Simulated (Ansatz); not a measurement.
Space group Im-3m (No. 229). a = 2.810 Å, b = 2.810 Å, c = 2.810 Å, α = 90.00°, β = 90.00°, γ = 90.00°
```
atom site symmetry x y z
  Co    2a m-3m  0.0000  0.0000  0.0000
```

Equation of state of this Co structure (not necessarily the ground state), with shape and atoms relaxed at each volume where symmetry leaves them free. It has no gap at any of these volumes. Method: Ansatz, DFT PBE, scalar-relativistic, plane waves, PAW.

Cutoff 420 eV; k points 20×20×20 on the computed 1-atom cell (Γ-centred); Gaussian smearing, width 0.10 eV; collinear spin.

| V (Å³/atom) | E − E(largest V) (meV/atom) | P (GPa) |
| --- | --- | --- |
| 9.759 | 72.77 | 35.76 |
| 10.091 | 10.92 | 24.23 |
| 10.424 | -28.97 | 14.65 |
| 10.757 | -50.73 | 6.67 |
| 11.089 | -57.32 | 0.01 |
| 11.422 | -51.33 | -5.50 |
| 11.755 | -35.00 | -10.06 |
| 12.198 | 0.00 | -15.08 |

Task: Fit a third-order Birch–Murnaghan equation to E(V).

Result: V0 = 11.09 Å³/atom, B0 = 201 GPa, B0' = 5.2.

This bcc form isn't the element's structure at ambient conditions.